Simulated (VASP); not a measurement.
Wanted: the native input for a VASP 6.6.1 run.

```
Task                   : relaxation of cell and atoms
Functional             : PBE
Dispersion             : D3(BJ)
Potentials or basis    : VASP PAW PBE potentials, release 64 (Ga_d, P)
Cutoff                 : 600 eV
k mesh                 : 9 × 9 × 9
Occupations            : gaussian, width 0.02 eV
Spin                   : no spin polarisation
Further INCAR settings : ALGO = Normal; EDIFF = 1e-07; IBRION = 2; EDIFFG = -0.005; NSW = 90; ISIF = 3
```

The structure of GaP lies in POSCAR:

```
GaP
1.0
    1.9430151800      1.1218003300      6.4308101000
   -1.9430151800      1.1218003300      6.4308101000
    0.0000000000     -2.2436006700      6.4308101000
Ga P
2 2
Direct
    0.4353720000      0.4353720000      0.4353720000
    0.5646280000      0.5646280000      0.5646280000
    0.0573890000      0.0573890000      0.0573890000
    0.9426110000      0.9426110000      0.9426110000
```

Measurements of this composition are mostly on another form, of space group No. 216.

One way to write it, as run:

INCAR

```
SYSTEM = GaP
PREC = Accurate ; ENCUT = 600
EDIFF = 1E-7 ; ISMEAR = 0
SIGMA = 0.02 ; LREAL = .FALSE.
LASPH = .TRUE. ; NELM = 60
ALGO = Normal ; ISIF = 3
LWAVE = .FALSE. ; LCHARG = .FALSE.
GGA = PE ; IVDW = 12
IBRION = 2 ; NSW = 90
EDIFFG = -0.005
```

KPOINTS

```
Automatic mesh
0
G
  9 9 9
  0 0 0
```

Potentials or basis: VASP PAW PBE potentials, release 64 (Ga_d, P).

The run is started by

```console
$ cat potpaw_PBE.64/Ga_d/POTCAR potpaw_PBE.64/P/POTCAR > POTCAR
$ mpirun -np 1 vasp_std > vasp.out
```

Results of the run:

The relaxed volume is 20.28 Å³/atom. The relaxed cell is a = 6.743 Å, b = 6.743 Å, c = 6.743 Å, α = 33.05°, β = 33.05°, γ = 33.05°, the space group after relaxing (to 0.05 Å) is R-3m (No. 166) and the energy gained by relaxing is 6.2 meV/atom. The ionic steps are 9. The pressure after relaxing is 0.0 GPa. The band gap on the k mesh is 0.88 eV, indirect (least direct gap 1.23 eV). The dispersion energy per atom is -0.316 eV.

Caveat: an odd mesh through Γ misses points on the zone boundary, where band edges often lie.

It took 26 min on 1 thread of Intel(R) Xeon(R) Platinum 8375C CPU @ 2.90GHz (Ice Lake), on a shared host, peak memory 0.53 GiB.
